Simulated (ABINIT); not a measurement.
# FeO (Wuestite) (Fm-3m) in ABINIT: a series of runs, part 2 of 3

ABINIT 10.8.3 (patched build).

### Step 3. Single point, PBE, collinear spin, ferromagnetic start (cell relaxed)

The input, run.abi:

```
# Pseudopotentials
pp_dirpath "./"
pseudos "Fe.upf, O.upf"

# Structure
acell 5.7513806357 5.7513806357 5.7513806357
rprim
     0.0000000000     0.7071067812     0.7071067812
     0.7071067812     0.0000000000     0.7071067812
     0.7071067812     0.7071067812     0.0000000000
ntypat 2
znucl 26 8
natom 2
typat 1 2
xcart
     0.0000000000     0.0000000000     0.0000000000
     4.0668402487     4.0668402487     4.0668402487
chkprim 0
chksymtnons 0
tolsym 1.0e-6

# Plane-wave basis
ecut 1251.723767 eV

# k points
kptopt 1
ngkpt 8 8 8
nshiftk 1
shiftk 0.0 0.0 0.0

# Exchange and correlation
ixc 11

# Bands and occupations
nband 16
occopt 3
tsmear 0.05 eV

# Spin
nsppol 2
spinat
     0.0000000000     0.0000000000     3.0000000000
     0.0000000000     0.0000000000     0.0000000000

# SCF cycle
nstep 100
tolvrs 1.0e-10

# Output
iomode 3
prtwf 0
prtden 0
prteig 0
prtebands 0
```

Potentials or basis: PseudoDojo NC SR PBE v0.4.1 standard.

Run with:

```sh
$ abinit run.abi > log 2>&1
```

run.abo:

```text
.Version 10.8.3 of ABINIT
 Symmetries : space group Fm -3 m (#225); Bravais cF (face-center cubic)
================================================================================
 Values of the parameters that define the memory need of the present run
     intxc =       0    ionmov =       0      iscf =       7    lmnmax =       6
     lnmax =       6     mgfft =      36  mpssoang =       3    mqgrid =    3001
     natom =       2  nloc_mem =       1    nspden =       2   nspinor =       1
    nsppol =       2      nsym =      48    n1xccc =    2501    ntypat =       2
    occopt =       3   xclevel =       2
       mpw =        2033          nfft =       46656          nkpt =          29
================================================================================
================================================================================

--------------------------------------------------------------------------------
------------- Echo of variables that govern the present computation ------------
[... 226 lines left out ...]
- sigma(3 3)=  3.03348798E-02  sigma(2 1)=  0.00000000E+00

== END DATASET(S) ==============================================================
================================================================================

 -outvars: echo values of variables after computation  --------
            acell      5.7513806357E+00  5.7513806357E+00  5.7513806357E+00 Bohr
           etotal     -1.4186469196E+02
            fcart     -0.0000000000E+00 -0.0000000000E+00 -0.0000000000E+00
                      -0.0000000000E+00 -0.0000000000E+00 -0.0000000000E+00
            rprim      0.0000000000E+00  7.0710678120E-01  7.0710678120E-01
                       7.0710678120E-01  0.0000000000E+00  7.0710678120E-01
                       7.0710678120E-01  7.0710678120E-01  0.0000000000E+00
           strten      1.0310616086E-06  1.0310616086E-06  1.0310616086E-06
                       0.0000000000E+00  0.0000000000E+00  0.0000000000E+00
           xangst      0.0000000000E+00  0.0000000000E+00  0.0000000000E+00
                       2.1520791786E+00  2.1520791786E+00  2.1520791786E+00
             xred      0.0000000000E+00  0.0000000000E+00  0.0000000000E+00
                       5.0000000000E-01  5.0000000000E-01  5.0000000000E-01
 Calculation completed.
```

It took 92 s on 1 thread of Intel Xeon Platinum 8259CL at 2.50GHz (Skylake/Cascade Lake), shared host; peak memory 0.1 GiB.

What came out:

```yaml
Free_energy: -3860.3349 eV
Pressure: 0.0 GPa
Band_gap_on_the_k_mesh: none (metal or under the smearing width)
Net_moment: 4.00 μB per cell
Site_moments: Fe +3.56; O +0.33 μB
Valence_electrons_inside_the_program's_atomic_spheres: Fe 13.88; O 6.22
```

Levels at points of the mesh, in eV from the Fermi level:
Spin up:
```
           k point  band 10  band 11  band 12  band 13  band 14  band 15  band 16
(0.00, 0.00, 0.00)    -4.00    -4.00    -3.96    -3.96    -0.01    15.18    16.88
(0.50, 0.00, 0.00)    -3.32    -2.73    -0.57    -0.57     3.95     8.35    12.43
(0.50, 0.50, 0.00)    -3.57    -3.07    -3.05    -3.05     5.21     8.58    10.60
```
Spin down:
```tsv
k point	band 7	band 8	band 9	band 10	band 11	band 12
(0.00, 0.00, 0.00)	-3.43	-3.43	-0.75	-0.75	-0.75	0.24
(0.50, 0.00, 0.00)	-5.29	-5.29	0.41	0.41	0.59	2.83
(0.50, 0.50, 0.00)	-4.61	-4.61	-2.18	0.76	0.76	0.80
```

Caveat: a cell with one magnetic atom can't hold antiferromagnetic order, which such compounds often take; semilocal functionals often make such compounds metallic where correlation or magnetic order opens a gap, which also shifts bond lengths.

### Step 4. Single point, PBEsol, collinear spin, ferromagnetic start

The input, run.abi:

```
# Pseudopotentials
pp_dirpath "./"
pseudos "Fe.upf, O.upf"

# Structure
acell 3*1.0
rprim
     0.0000000000     4.0731156890     4.0731156890
     4.0731156890     0.0000000000     4.0731156890
     4.0731156890     4.0731156890     0.0000000000
ntypat 2
znucl 26 8
natom 2
typat 1 2
xred
     0.0000000000     0.0000000000     0.0000000000
     0.5000000000     0.5000000000     0.5000000000

# Plane-wave basis
ecut 41.0

# k points
kptopt 1
ngkpt 8 8 8
nshiftk 1
shiftk 0.0 0.0 0.0

# Exchange and correlation
ixc -116133

# Bands and occupations
nband 16
occopt 3
tsmear 0.05 eV

# Spin
nsppol 2
spinat
     0.0000000000     0.0000000000     3.0000000000
     0.0000000000     0.0000000000     0.0000000000

# SCF cycle
nstep 100
tolvrs 1.0e-10

# Output
iomode 3
prtwf 0
prtden 0
prteig 0
prtebands 0
enunit 2
```

Potentials or basis: PseudoDojo NC SR PBEsol v0.4.1 standard.

Run with:

```sh
$ mpirun --bind-to none -np 4 abinit run.abi > log 2>&1
```

run.abo:

```text
.Version 10.8.3 of ABINIT
 Symmetries : space group Fm -3 m (#225); Bravais cF (face-center cubic)
================================================================================
 Values of the parameters that define the memory need of the present run
     intxc =       0    ionmov =       0      iscf =       7    lmnmax =       6
     lnmax =       6     mgfft =      36  mpssoang =       3    mqgrid =    3001
     natom =       2  nloc_mem =       1    nspden =       2   nspinor =       1
    nsppol =       2      nsym =      48    n1xccc =    2501    ntypat =       2
    occopt =       3   xclevel =       2
       mpw =        1719          nfft =       46656          nkpt =          29
================================================================================
================================================================================

--------------------------------------------------------------------------------
------------- Echo of variables that govern the present computation ------------
--------------------------------------------------------------------------------
 -outvars: echo values of preprocessed input variables --------
            acell      1.0000000000E+00  1.0000000000E+00  1.0000000000E+00 Bohr
              amu      5.58470000E+01  1.59994000E+01
             ecut      4.10000000E+01 Hartree
           enunit           2
              ixc     -116133
         kptrlatt        8    0    0      0    8    0      0    0    8
          kptrlen      4.60820436E+01
            natom           2
            nband          16
            ngfft          36      36      36
             nkpt          29
           nspden           2
           nsppol           2
            nstep         100
             nsym          48
           ntypat           2
           occopt           3
           prtden           0
        prtebands           0
           prteig           0
            prtwf           0
            rprim      0.0000000000E+00  4.0731156890E+00  4.0731156890E+00
                       4.0731156890E+00  0.0000000000E+00  4.0731156890E+00
                       4.0731156890E+00  4.0731156890E+00  0.0000000000E+00
          spgroup         225
           spinat      0.0000000000E+00  0.0000000000E+00  3.0000000000E+00
                       0.0000000000E+00  0.0000000000E+00  0.0000000000E+00
[... 154 lines left out ...]
 prteigrs : prtvol=0 or 1, do not print more k-points.

 Eigenvalues (hartree) for nkpt=  29  k points, SPIN DOWN:
 kpt#   1, nband= 16, wtk=  0.00195, kpt=  0.0000  0.0000  0.0000 (reduced coord)
  -2.77346   -1.52781   -1.52781   -1.52781   -0.36558    0.25312    0.25312    0.25312
   0.35019    0.35019    0.35019    0.38325    0.38325    0.40132    0.92855    1.02843
      occupation numbers for kpt#   1
   1.00000    1.00000    1.00000    1.00000    1.00000    1.00000    1.00000    1.00000
   1.00000    1.00000    1.00000    0.04794    0.04794    0.00000    0.00000    0.00000
 prteigrs : prtvol=0 or 1, do not print more k-points.

 Fermi (or HOMO) energy (eV) =  10.27921   Average Vxc (eV)= -12.87494
 Eigenvalues (   eV  ) for nkpt=  29  k points, SPIN UP:
 kpt#   1, nband= 16, wtk=  0.00195, kpt=  0.0000  0.0000  0.0000 (reduced coord)
 -79.31583  -45.58321  -45.58321  -45.58321  -10.49573    6.21506    6.21506    6.21506
   6.29656    6.29656    6.29656    6.40321    6.40321   10.17370   25.24037   26.99088
 prteigrs : prtvol=0 or 1, do not print more k-points.

 Eigenvalues (   eV  ) for nkpt=  29  k points, SPIN DOWN:
 kpt#   1, nband= 16, wtk=  0.00195, kpt=  0.0000  0.0000  0.0000 (reduced coord)
 -75.46964  -41.57385  -41.57385  -41.57385   -9.94794    6.88779    6.88779    6.88779
   9.52914    9.52914    9.52914   10.42864   10.42864   10.92059   25.26717   27.98504
 prteigrs : prtvol=0 or 1, do not print more k-points.

--- !EnergyTerms
iteration_state     : {dtset: 1, }
comment             : Components of total free energy in Hartree
kinetic             :  6.88984670933625E+01
hartree             :  3.74617184585623E+01
xc                  : -2.17751959835365E+01
Ewald energy        : -9.50137780098255E+01
psp_core            :  3.46356545734397E+00
local_psp           : -1.24823409120431E+02
non_local_psp       : -9.89839954700826E+00
internal            : -1.41687031651532E+02
'-kT*entropy'       : -4.78400328911290E-04
total_energy        : -1.41687510051861E+02
total_energy_eV     : -3.85551356225251E+03
band_energy         : -1.33514577205813E+01
...

 Cartesian components of stress tensor (hartree/bohr^3)
  sigma(1 1)=  3.63520344E-04  sigma(3 2)=  0.00000000E+00
  sigma(2 2)=  3.63520344E-04  sigma(3 1)=  0.00000000E+00
  sigma(3 3)=  3.63520344E-04  sigma(2 1)=  0.00000000E+00

-Cartesian components of stress tensor (GPa)         [Pressure= -1.0695E+01 GPa]
- sigma(1 1)=  1.06951378E+01  sigma(3 2)=  0.00000000E+00
- sigma(2 2)=  1.06951378E+01  sigma(3 1)=  0.00000000E+00
- sigma(3 3)=  1.06951378E+01  sigma(2 1)=  0.00000000E+00

== END DATASET(S) ==============================================================
================================================================================

 -outvars: echo values of variables after computation  --------
            acell      1.0000000000E+00  1.0000000000E+00  1.0000000000E+00 Bohr
           etotal     -1.4168751005E+02
            fcart     -0.0000000000E+00 -0.0000000000E+00 -0.0000000000E+00
                      -0.0000000000E+00 -0.0000000000E+00 -0.0000000000E+00
            rprim      0.0000000000E+00  4.0731156890E+00  4.0731156890E+00
                       4.0731156890E+00  0.0000000000E+00  4.0731156890E+00
                       4.0731156890E+00  4.0731156890E+00  0.0000000000E+00
           strten      3.6352034449E-04  3.6352034449E-04  3.6352034449E-04
                       0.0000000000E+00  0.0000000000E+00  0.0000000000E+00
           xangst      0.0000000000E+00  0.0000000000E+00  0.0000000000E+00
                       2.1553999985E+00  2.1553999985E+00  2.1553999985E+00
             xred      0.0000000000E+00  0.0000000000E+00  0.0000000000E+00
                       5.0000000000E-01  5.0000000000E-01  5.0000000000E-01
 Calculation completed.
```

Wall time 16 s (4 MPI ranks of Arm Neoverse V2, shared host); peak memory 0.32 GiB.

Results:

* Free energy: -3855.5136 eV
* Pressure: -10.7 GPa
* Band gap on the k mesh: none (metal or under the smearing width)
* Net moment: 4.00 μB per cell
* Site moments: Fe +3.55; O +0.33 μB
* Valence electrons inside the program's atomic spheres: Fe 13.88; O 6.19

Levels at points of the mesh, in eV from the Fermi level:
Spin up:
| k point | band 11 | band 12 | band 13 | band 14 | band 15 | band 16 |
| --- | --- | --- | --- | --- | --- | --- |
| (0.00, 0.00, 0.00) | -3.98 | -3.88 | -3.88 | -0.11 | 14.96 | 16.71 |
| (0.50, 0.00, 0.00) | -2.67 | -0.50 | -0.50 | 3.80 | 8.25 | 12.26 |
| (0.50, 0.50, 0.00) | -2.98 | -2.97 | -2.97 | 5.08 | 8.46 | 10.46 |
Spin down:
```tsv
k point	band 6	band 7	band 8	band 9	band 10	band 11	band 12	band 13
(0.00, 0.00, 0.00)	-3.39	-3.39	-3.39	-0.75	-0.75	-0.75	0.15	0.15
(0.50, 0.00, 0.00)	-8.19	-5.27	-5.27	0.41	0.41	0.60	2.76	2.76
(0.50, 0.50, 0.00)	-7.06	-4.58	-4.58	-2.19	0.71	0.77	0.77	1.12
```

Caveat: a cell with one magnetic atom can't hold antiferromagnetic order, which such compounds often take; semilocal functionals often make such compounds metallic where correlation or magnetic order opens a gap, which also shifts bond lengths.

[end of part 2 of 3]
